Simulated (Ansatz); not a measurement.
Input of an Ansatz 0.2.0 run:

Contents of input.yaml:

```yaml
crystal:
  lattice:
    - [3.085, 0.0, 0.0]
    - [-1.5425, 2.6716883707, 0.0]
    - [0.0, 0.0, 3.523]
  atoms:
    - { symbol: Mg, position: [0.0, 0.0, 0.0] }
    - { symbol: B, position: [0.6666666667, 0.3333333333, 0.5] }
    - { symbol: B, position: [0.3333333333, 0.6666666667, 0.5] }
hamiltonian:
  xc: pbesol
  pseudopotentials: { kind: paw }
kpoints:
  mp_grid: { grid: [7, 7, 6] }
scf:
  occupations: { method: fermi_dirac, width: 0.05 }
phonons:
  method: dfpt
```

Potentials or basis: Ansatz PAW.

Command:

```console
$ ansatz run input.yaml --threads 2 --pin off --max-ram 5632MiB --backend cpu --events-out ev --progress --plain --runs-dir out
```

**Question.** Estimate the highest phonon frequency at Γ.

**Answer.** 677 cm⁻¹.

**Question.** Estimate the band gap on the k mesh.

**Answer.** None (metal or under the smearing width).

Phonon frequencies in cm⁻¹ (negative: imaginary):
```csv
q point,frequencies
"(0.000, 0.000, 0.000)",0 0 0 329 329 397 529 529 677
```
